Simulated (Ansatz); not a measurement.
SnSe:

```xyz
2
Lattice="0.0000 3.0100 3.0100 3.0100 0.0000 3.0100 3.0100 3.0100 0.0000" Properties=species:S:1:pos:R:3 pbc="T T T"
Sn    0.0000    0.0000    0.0000
Se    3.0100    3.0100    3.0100
```

Measurements of this composition are mostly on another form, of space group No. 62.

- Program: Ansatz 0.2.0
- Task: relaxation of cell and atoms
- Functional: PBE
- Dispersion: D3(BJ)
- Potentials or basis: Ansatz PAW
- Cutoff: 420 eV (not typed: the program's choice for these potentials)
- k mesh: 8 × 8 × 8
- Occupations: fermi-dirac, width 0.05 eV
- Spin: no spin polarisation

At the start: volume 27.27 Å³/atom.

Task: Where does the relaxation end?

Result: It ends after 4 steps and the volume is 26.64 Å³/atom (-2.3 %); space group Fm-3m (No. 225, to 0.05 Å).

The path:
```
step  energy change (eV)  largest force (eV/Å)  volume (Å³)
   1              0.0000                0.0000        54.54
   2             -0.0043                0.0000        52.72
   3             -0.0051                0.0000        53.29
   4             -0.0049                0.0000        53.29
```

Final structure:
```xyz
2
Lattice="0.0000 2.9867 2.9867 2.9867 0.0000 2.9867 2.9867 2.9867 0.0000" Properties=species:S:1:pos:R:3 pbc="T T T"
Sn    0.0000    0.0000    0.0000
Se    2.9867    2.9867    2.9867
```

Caveat: the plane-wave basis is chosen anew once the cell has moved, so the energies of steps on either side of that aren't comparable.
